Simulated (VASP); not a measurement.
CdO: single point with PBE

The system is CdO.

```
Cd O
1.0
     0.00000    2.45984    2.45984
     2.45984    0.00000    2.45984
     2.45984    2.45984    0.00000
Cd O
1 1
Direct
  0.00000 0.00000 0.00000
  0.50000 0.50000 0.50000
```

The cell isn't the ideal one: a relaxed cell with its volume scaled by 1.09.

| Quantity | Value |
| --- | --- |
| Program | VASP 6.6.1 |
| Task | single point |
| Functional | PBE |
| Potentials or basis | VASP PAW PBE potentials, release 64 (Cd, O) |
| Cutoff | 700 eV |
| k mesh | 12 × 12 × 12 |
| Occupations | gaussian, width 0.02 eV |
| Spin | no spin polarisation |

- Pressure: -8.9 GPa
- Band gap on the k mesh: none (metal or under the smearing width)

Levels at points of the mesh, in eV from the Fermi level:
| k point | band 6 | band 7 | band 8 | band 9 | band 10 | band 11 | band 12 | band 13 |
| --- | --- | --- | --- | --- | --- | --- | --- | --- |
| (0.00, 0.00, 0.00) | -6.33 | -0.89 | -0.89 | -0.89 | -0.69 | 14.70 | 16.07 | 16.07 |
| (0.50, 0.00, 0.00) | -6.17 | -3.48 | -0.02 | -0.02 | 4.33 | 6.34 | 11.21 | 11.21 |
| (0.50, 0.50, 0.00) | -5.90 | -3.44 | -1.72 | -1.72 | 3.29 | 7.94 | 10.71 | 12.18 |

It took 89 s on 1 thread of AMD EPYC 7R43 64-Core Processor (Zen 3) (shared host), peak memory 0.16 GiB.
